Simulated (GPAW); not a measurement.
# Ge (Fd-3m) in GPAW: settings compared

One crystal, Ge, is run at these levels: r2SCAN, r2SCAN+D4, optPBE-vdW, PBE, vdW-DF2; tasks: band structure, equation of state, one-shot levels of the hybrid HSE06.

Program: GPAW 26.7.0. These are calculated values, not measurements. Logs are shortened: lines on timing, memory, paths and dates and some standing lists are left out, and cuts for length are marked. The log counts tension as positive stress, the text compression.

**Measured values to compare with.**

“Electronic and optical properties of SixGe1-x-ySny alloys lattice-matched to Ge”, 2021, arxiv:2109.02782 reports, for a bulk crystal of Ge: band gap 0.807 eV (direct) at 300 K; band gap 0.666 eV (indirect) at 293 K.

How close the calculation comes is told below.

## (1) The crystal as given

The structure is cubic, space group Fd-3m (No. 227). The conventional cell has a = 5.658 Å, b = 5.658 Å, c = 5.658 Å, α = 90.00°, β = 90.00°, γ = 90.00°. Ge (site symmetry -43m) is surrounded by 4 Ge at 2.45 Å.

## (2) Band structure, r2SCAN, spin-orbit coupling, no magnetisation

The input, run.py:

```python
import numpy as np
from ase.dft.bandgap import bandgap
from ase.io import read, write
from ase.units import GPa
from gpaw import GPAW, PW
from gpaw.spinorbit import soc_eigenstates

atoms = read('Ge.cif')

calc = GPAW(mode=PW(600),
            xc='MGGA_X_R2SCAN+MGGA_C_R2SCAN',
            kpts={'size': (8, 8, 8), 'gamma': True},
            occupations={'name': 'fermi-dirac', 'width': 0.05},
            nbands=11,
            convergence={'density': 1e-05, 'energy': 1e-05},
            maxiter=150,
            txt='gpaw.txt')
atoms.calc = calc
energy = atoms.get_potential_energy()
forces = atoms.get_forces()
stress = atoms.get_stress()
calc.write('gs.gpw')
write('result.traj', atoms)
print(f'Energy: {energy:.6f} eV')
print('Forces (eV/A):')
print(forces.round(4))
print('Stress (GPa):', (stress / GPa).round(3))
print('Fermi level:', round(calc.get_fermi_level(), 4), 'eV')
print(f'Gap: {bandgap(calc)[0]:.4f} eV, direct: {bandgap(calc, direct=True)[0]:.4f} eV')

path = atoms.cell.bandpath('GXWKGLUWLK,UX', npoints=100, eps=1e-4)
bs_calc = calc.fixed_density(kpts=path, symmetry='off', nbands=21,
                             convergence={'bands': 'CBM+6.0', 'eigenstates': 1e-6}, txt='bands.txt')
bs = bs_calc.band_structure()
bs.write('bs.json')
print(f'Gap on the path: {bandgap(bs_calc)[0]:.4f} eV')

soc = soc_eigenstates(bs_calc, theta=0, phi=0, ignore_xc_potential=True)
np.savetxt('soc_bands.dat', soc.eigenvalues(), fmt='%.4f')
mesh = soc_eigenstates('gs.gpw', theta=0, phi=0, ignore_xc_potential=True)
np.savetxt('soc_mesh.dat', mesh.eigenvalues(), fmt='%.4f')
print('Fermi level with spin-orbit coupling:', round(mesh.fermi_level, 4), 'eV')
```

The input, Ge.cif:

```cif
data_Ge
_cell_length_a 4.00068289
_cell_length_b 4.00068289
_cell_length_c 4.00068289
_cell_angle_alpha 60.00000000
_cell_angle_beta 60.00000000
_cell_angle_gamma 60.00000000
_space_group_name_H-M_alt 'P1'
_space_group_name_Hall 'P 1'
_space_group_IT_number 1
loop_
_space_group_symop_operation_xyz
'x,y,z'
loop_
_atom_site_label
_atom_site_type_symbol
_atom_site_symmetry_multiplicity
_atom_site_Wyckoff_symbol
_atom_site_fract_x
_atom_site_fract_y
_atom_site_fract_z
_atom_site_occupancy
Ge1 Ge 1 a 0.7500000000 0.7500000000 0.7500000000 1
Ge2 Ge 1 a 0.5000000000 0.5000000000 0.5000000000 1
```

Potentials or basis: GPAW PAW data sets (gpaw-data 1.2.1), pw.

On the command line:

```console
$ OMP_NUM_THREADS=1 python run.py
```

gpaw.txt:

```text
__  _  _
 | _ |_)|_||  |
 |__||  | ||/\| - 26.7.0

Input parameters:
  mode=PW(ecut=600.0),
  convergence={'density': 1e-05, 'energy': 1e-05},
  kpts=MonkhorstPack(size=(8, 8, 8), gamma=True),
  maxiter=150,
  nbands=11,
  occupations=Occupations(name='fermi-dirac', width=0.05),
  xc=XC(name='MGGA_X_R2SCAN+MGGA_C_R2SCAN')

Diagonalizing LCAO Hamiltonian
Converting LCAO to pw mode

             Ge
       Ge

Atoms  # Å, Bohr magnetons
|   | symbol |        x |        y |        z |    initial magnetic moments |
|---|--------|----------|----------|----------|-----------------------------|
| 0 |     Ge | 6.001024 | 3.464693 | 2.449908 | ( 0.0000,  0.0000,  0.0000) |
| 1 |     Ge | 4.000683 | 2.309795 | 1.633272 | ( 0.0000,  0.0000,  0.0000) |

Unit cell  # Å
| periodic |        x |        y |        z |  lengths |    angles |
|----------|----------|----------|----------|----------|-----------|
|      yes | 4.000683 | 0.000000 | 0.000000 | 4.000683 | 60.000000 |
|      yes | 2.000341 | 3.464693 | 0.000000 | 4.000683 | 60.000000 |
|      yes | 2.000341 | 1.154898 | 3.266544 | 4.000683 | 60.000000 |

Number of symmetries: 24
Symmetry operations  # r_c * U_cc + t_c -> r_c
|    | kind |            matrix            |
|----|------|------------------------------|
|  0 |  E   |  1, 0, 0,  0, 1, 0,  0, 0, 1 |
|  1 |  σ   |  1, 0, 0,  0, 0, 1,  0, 1, 0 |
|  2 |  σ   |  1, 0,-1,  0, 1,-1,  0, 0,-1 |
|  3 |  C3  |  1, 0,-1,  0, 0,-1,  0, 1,-1 |
|  4 |  C3  |  1,-1, 0,  0,-1, 1,  0,-1, 0 |
|  5 |  σ   |  1,-1, 0,  0,-1, 0,  0,-1, 1 |
|  6 |  σ   |  0, 1, 0,  1, 0, 0,  0, 0, 1 |
|  7 |  C3  |  0, 1, 0,  0, 0, 1,  1, 0, 0 |
|  8 |  C2  |  0, 1,-1,  1, 0,-1,  0, 0,-1 |
|  9 |  S4  |  0, 1,-1,  0, 0,-1,  1, 0,-1 |
| 10 |  C3  |  0, 0, 1,  1, 0, 0,  0, 1, 0 |
| 11 |  σ   |  0, 0, 1,  0, 1, 0,  1, 0, 0 |
| 12 |  S4  |  0, 0,-1,  1, 0,-1,  0, 1,-1 |
| 13 |  C3  |  0, 0,-1,  0, 1,-1,  1, 0,-1 |
| 14 |  S4  |  0,-1, 1,  1,-1, 0,  0,-1, 0 |
| 15 |  C2  |  0,-1, 1,  0,-1, 0,  1,-1, 0 |
| 16 |  C3  |  0,-1, 0,  1,-1, 0,  0,-1, 1 |
| 17 |  S4  |  0,-1, 0,  0,-1, 1,  1,-1, 0 |
| 18 |  S4  | -1, 1, 0, -1, 0, 1, -1, 0, 0 |
| 19 |  C3  | -1, 1, 0, -1, 0, 0, -1, 0, 1 |
| 20 |  C3  | -1, 0, 1, -1, 1, 0, -1, 0, 0 |
| 21 |  S4  | -1, 0, 1, -1, 0, 0, -1, 1, 0 |
| 22 |  σ   | -1, 0, 0, -1, 1, 0, -1, 0, 1 |
| 23 |  C2  | -1, 0, 0, -1, 0, 1, -1, 1, 0 |

BZ-sampling:
  Number of BZ points: 512
  Number of IBZ points: 29

  Monkhorst-Pack size: [8, 8, 8]
  Monkhorst-Pack shift: [0.0625, 0.0625, 0.0625]

K-points  # in reciprocal-cell coordinates
|     |                                coordinates |     weight |
|-----|--------------------------------------------|------------|
|   0 | (  0.00000000,   0.00000000,   0.00000000) | 0.00195312 |
|   1 | (  0.12500000,   0.12500000,   0.00000000) | 0.01171875 |
|   2 | (  0.12500000,   0.12500000,   0.12500000) | 0.01562500 |
|   3 | (  0.25000000,   0.12500000,   0.12500000) | 0.02343750 |
|   4 | (  0.25000000,   0.25000000,   0.00000000) | 0.01171875 |
|   5 | (  0.25000000,   0.25000000,   0.12500000) | 0.04687500 |
|   6 | (  0.25000000,   0.25000000,   0.25000000) | 0.01562500 |
|   7 | (  0.37500000,   0.25000000,  -0.37500000) | 0.04687500 |
|   8 | (  0.37500000,   0.25000000,   0.12500000) | 0.04687500 |
|   9 | (  0.37500000,   0.25000000,   0.25000000) | 0.04687500 |
| ... |                                            |            |
|  28 | (  0.50000000,   0.50000000,   0.50000000) | 0.00781250 |

Plane wave coefficients: 1540
Cutoff: 600.0 eV

Spin-components: 1 (collinear spins)
Bands:           11
Projectors:      10
Spin-degeneracy: 2
Datatype:        complex128

Parallelization:
  kpt:    1
  domain: 1
  band:   1

Density:
  Valence electrons: 8.0
  Components: 1
  Grid points: [24 24 24]
  Charge: 0.0  # |e|

Potential:
  Grid points: [24 24 24]

species:
  Ge:
    name:    Germanium
    Z:       32.0
    valence: 4
    core:    28
    charge:  0.0  # [|e|]
    compensation charges:
      type: gauss
      rc: 0.32  # [Å]
      lmax: 2
    cutoffs:
      filter: 1.77  # [Å]
      core: 3.42  # [Å]
    projectors
    | kind |    occ | energy [eV] | rcut [Å] |
    |------|--------|-------------|----------|
    |   4s |  2.000 |     -11.726 |    1.005 |
    |   4p |  2.000 |      -3.896 |    1.005 |
    |    s |        |      15.485 |    1.005 |
    |    p |        |      23.315 |    1.005 |
    |    d |        |       0.000 |    1.005 |

    Using partial waves for Ge as LCAO basis

Reference energy: -114195.275705  # eV

eigensolver:
  PPCG
  Converge bands: occupied
  niter=2

density mixing:
  MSR1-Mixer
  Pratt-step length: 0.05
  Maximum mixing coefficient: 0.75
  Old densities: 10
  SVD Regularization: 0.005
  Good broyden scale: 1.0
  Trust region scale: 1.0
  Backstep threshold: 4.0
  History deletion threshold: 6.0
  Fourier metric: weight=20.0, sigma=0.015

occupation numbers:
  Fermi-Dirac:
    width: 0.0500  # eV

poisson solver:
  ecut: 4800.0  # eV

xc functional:
  name: MGGA_X_R2SCAN+MGGA_C_R2SCAN with 2 nearest neighbor stencil

convergence criteria:
- Maximum integral of absolute [dens]ity change: 1e-05 electrons / valence electron
- Maximum [total energy] change in last 3 cyles: 1e-05 eV / valence electron
- Maximum integral of absolute [eigenst]ate change: 4e-08 eV^2 / valence electron
maximum number of iterations: 150

SCF iterations
|iter     | |      energy | eigst |  dens |
|---------|-|-------------|-------|-------|
|iter:   1| |  -25.814567 | -0.41 |       |
|iter:   2| |  -24.930288 | -2.11 | -0.92 |
|iter:   3| |  -24.679059 | -1.38 | -0.92 |
|iter:   4| |  -24.970668 | -2.02 | -0.61 |
|iter:   5| |  -24.971580 | -4.27 | -2.24 |
|iter:   6| |  -24.971821 | -4.44 | -2.50 |
|iter:   7| |  -24.971819 | -6.03 | -3.29 |
|iter:   8| |  -24.971818c| -7.72c| -3.84 |
|iter:   9| |  -24.971819c| -7.63c| -4.73 |
|iter:  10| |  -24.971819c| -8.48c| -5.43c|

Converged in 10 steps
Energy contributions relative to reference atoms: (reference = -114195.275705)

Energy contributions:
  Kinetic:          22.785228
  Coulomb:         -19.986665
  Zero:             -0.055355
  External:          0.000000
  Xc:              -27.714983
  Entropy:          -0.000087
  Spinorbit:         0.000000
  ----------------------------
  Free energy:     -24.971862
  Extrapolated:    -24.971819

dipole moment: (5.224823, 3.016553, 2.133025)  # |e|*Ang

Fermi level: 5.984
Eigenvalues  # (at kpt = [0.000, 0.000, 0.000])
| band index |      eig [eV] | occ [0-2] |
|------------|---------------|-----------|
|          0 |        -7.519 |     2.000 |
|          1 |         5.766 |     1.975 |
|          2 |         5.766 |     1.975 |
|          3 |         5.766 |     1.975 |
|          4 |         6.227 |     0.015 |
|          5 |         8.500 |     0.000 |
|          6 |         8.500 |     0.000 |
|          7 |         8.500 |     0.000 |
|          8 |        12.869 |     0.000 |
|          9 |        15.593 |     0.000 |
|         10 |        15.593 |     0.000 |

Gap: 0.462 eV
Transition (v -> c):
  (s=0, k=0, n=3, [0.00, 0.00, 0.00]) -> (s=0, k=0, n=4, [0.00, 0.00, 0.00])
No difference between direct/indirect transitions

Forces  # eV/Ang
|        x |       y |        z |
|----------|---------|----------|
|  0.00000 | 0.00000 | -0.00000 |  # Ge   0
| -0.00000 | 0.00000 | -0.00000 |  # Ge   1

Stress tensor  # eV/Ang^3
|         x |         y |         z |
|-----------|-----------|-----------|
| -0.004566 | -0.000000 | -0.000000 |
|  0.000000 | -0.004566 |  0.000000 |
|  0.000000 |  0.000000 | -0.004566 |

# Writing to gs.gpw (mode='')
```

It took 86 s on 1 thread of Arm Neoverse V2, shared host; peak memory 0.3 GiB.

What came out:

| Property | Result |
| --- | --- |
| Free energy | -24.9719 eV |
| Pressure | 0.7 GPa |
| Band gap on the k mesh | 0.36 eV, direct |
| Band gap along the path | 0.36 eV, direct |

Levels at the corners of the path, in eV from the valence-band top:
| point | band 5 | band 6 | band 7 | band 8 | band 9 | band 10 | band 11 | band 12 |
| --- | --- | --- | --- | --- | --- | --- | --- | --- |
| Γ | 0.00 | 0.00 | 0.00 | 0.00 | 0.36 | 0.36 | 2.49 | 2.49 |
| X | -3.32 | -3.32 | -3.32 | -3.32 | 0.88 | 0.88 | 0.88 | 0.88 |
| W | -4.19 | -4.19 | -4.11 | -4.11 | 4.54 | 4.54 | 4.68 | 4.68 |
| K | -4.60 | -4.60 | -2.86 | -2.86 | 1.30 | 1.30 | 4.34 | 4.34 |
| Γ | 0.00 | 0.00 | 0.00 | 0.00 | 0.36 | 0.36 | 2.49 | 2.49 |
| L | -1.67 | -1.67 | -1.48 | -1.48 | 0.37 | 0.37 | 3.86 | 3.86 |
| U | -4.60 | -4.60 | -2.86 | -2.86 | 1.30 | 1.30 | 4.34 | 4.34 |
| W | -4.19 | -4.19 | -4.11 | -4.11 | 4.54 | 4.54 | 4.68 | 4.68 |
| L | -1.67 | -1.67 | -1.48 | -1.48 | 0.37 | 0.37 | 3.86 | 3.86 |
| K | -4.60 | -4.60 | -2.86 | -2.86 | 1.30 | 1.30 | 4.34 | 4.34 |
| U | -4.60 | -4.60 | -2.86 | -2.86 | 1.30 | 1.30 | 4.34 | 4.34 |
| X | -3.32 | -3.32 | -3.32 | -3.32 | 0.88 | 0.88 | 0.88 | 0.88 |

Caveat: spin-orbit coupling was added after a scalar SCF, so levels and gaps hold it while energy, forces, pressure and moments don't; this program's spin-orbit splittings come out too wide for heavy elements; the PAW data sets were made with another functional, which shifts forces and pressure a little.

(Part 1 of 3 ends here.)
